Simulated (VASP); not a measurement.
## A VASP 6.6.1 relaxation on BeTe

INCAR

```
LWAVE = .FALSE.
PREC = Accurate
ISMEAR = -5
ISIF = 3
IBRION = 2
LASPH = .TRUE.
EDIFFG = -5E-3
NBANDS = 11
PSTRESS = 20
ENCUT = 600
NSW = 40
EDIFF = 1E-7
GGA = PE
NELM = 90
LREAL = .FALSE.
LCHARG = .FALSE.
SIGMA = 0.05
```

KPOINTS

```
KPOINTS created by Atomic Simulation Environment
0
Gamma
8 8 8
0 0 0
```

POSCAR

```
Be Te
 1.0000000000000000
     2.9910196499000001    0.0000000000000000    0.0000000000000000
     0.0000000000000000    2.9910196499000001    0.0000000000000000
     0.0000000000000000    0.0000000000000000    2.9910196499000001
 Be  Te
   1   1
Cartesian
  0.0000000000000000  0.0000000000000000  0.0000000000000000
  1.4955098249500001  1.4955098249500001  1.4955098249500001
```

The recommended PBE PAW datasets give the neutral cell 8 valence electrons.

Command

```
mpirun -np 1 vasp_std
```

Problem. Predict the outcome of this run.

Solution. It converged. Results: relaxed cell vector lengths 3.334, 3.334, 3.334 Å; relaxed cell volume 37.06 Å³.

OSZICAR

```
N       E                     dE             d eps       ncg     rms          rms(c)
DAV:   1     0.226365972567E+02    0.22637E+02   -0.40841E+03   770   0.711E+02
DAV:   2    -0.350016163509E+01   -0.26137E+02   -0.25213E+02  1026   0.109E+02
DAV:   3    -0.437159498590E+01   -0.87143E+00   -0.86409E+00  1001   0.191E+01
DAV:   4    -0.437812010038E+01   -0.65251E-02   -0.65158E-02   932   0.207E+00
DAV:   5    -0.437819123894E+01   -0.71139E-04   -0.70529E-04   965   0.218E-01    0.151E+01
DAV:   6    -0.425791905026E+01    0.12027E+00   -0.17083E-01   970   0.178E+00    0.917E+00
DAV:   7    -0.423403285200E+01    0.23886E-01   -0.11593E-01   951   0.146E+00    0.158E+00
DAV:   8    -0.423175252113E+01    0.22803E-02   -0.72925E-03   867   0.546E-01    0.495E-01
DAV:   9    -0.423167063973E+01    0.81881E-04   -0.15098E-03  1057   0.190E-01    0.133E-01
DAV:  10    -0.423159499564E+01    0.75644E-04   -0.14779E-04   883   0.598E-02    0.166E-02
...
DAV:   1    -0.538734647026E+01   -0.11143E-01   -0.99866E-02   833   0.123E+00    0.380E-01
DAV:   2    -0.538415380343E+01    0.31927E-02   -0.10920E-02   779   0.440E-01    0.174E-01
DAV:   3    -0.538409754772E+01    0.56256E-04   -0.24144E-03   865   0.204E-01    0.147E-01
DAV:   4    -0.538404563756E+01    0.51910E-04   -0.73101E-05   833   0.530E-02    0.149E-01
DAV:   5    -0.538399848706E+01    0.47150E-04   -0.44782E-05   884   0.337E-02    0.390E-02
DAV:   6    -0.538398562251E+01    0.12865E-04   -0.15252E-06   908   0.701E-03    0.164E-02
DAV:   7    -0.538397864777E+01    0.69747E-05   -0.25994E-07   781   0.237E-03    0.277E-03
DAV:   8    -0.538397820861E+01    0.43916E-06   -0.67870E-09   436   0.625E-04    0.220E-03
DAV:   9    -0.538397817966E+01    0.28946E-07   -0.52373E-10   424   0.187E-04
   4 F= -.49213049E+01 E0= -.49213049E+01  d E =-.102372E+01
```

Standard output (part)

```
POSCAR found type information on POSCAR BeTe
 POSCAR found :  2 types and       2 ions
 LDA part: xc-table for (Slater+PW92), standard interpolation
 POSCAR, INCAR and KPOINTS ok, starting setup
 WAVECAR not read
 entering main loop
 curvature:   0.00 expect dE= 0.000E+00 dE for cont linesearch  0.000E+00
 search vector abs. value=  0.397E+01
 bond charge predicted
|     Tetrahedron method does not include variations of the Fermi             |
|     occupations, so forces and stress will be inaccurate. We suggest        |
|     using a different smearing scheme ISMEAR = 1 or 2 for metals in         |
|     relaxations.                                                            |
 trial-energy change:   -0.806814  1 .order   -1.380246   -3.974961    1.214469
 bond charge predicted
|     Tetrahedron method does not include variations of the Fermi             |
|     occupations, so forces and stress will be inaccurate. We suggest        |
|     using a different smearing scheme ISMEAR = 1 or 2 for metals in         |
|     relaxations.                                                            |
 curvature:  -0.21 expect dE=-0.686E-03 dE for cont linesearch -0.686E-03
 ZBRENT: interpolating
 opt :   0.6417  next Energy=    -4.922933 (dE=-0.103E+01)
 bond charge predicted
|     Tetrahedron method does not include variations of the Fermi             |
|     occupations, so forces and stress will be inaccurate. We suggest        |
...
```

```tsv
ionic step	ΔH (meV/atom)	volume (Å³)	largest force (eV/Å)	pressure (GPa)	electronic steps
1	0.0	26.76	0.000	46.38	12
2	-403.4	43.83	0.000	-6.28	13
3	-511.7	36.47	0.000	2.94	12
4	-511.9	37.06	0.000	2.01	9
```

 The volume moved far on the plane waves of the start cell, so a restart from CONTCAR is due.

For comparison, a separate PBE relaxation on usual settings, not on those above, ends at 37.84 Å³.
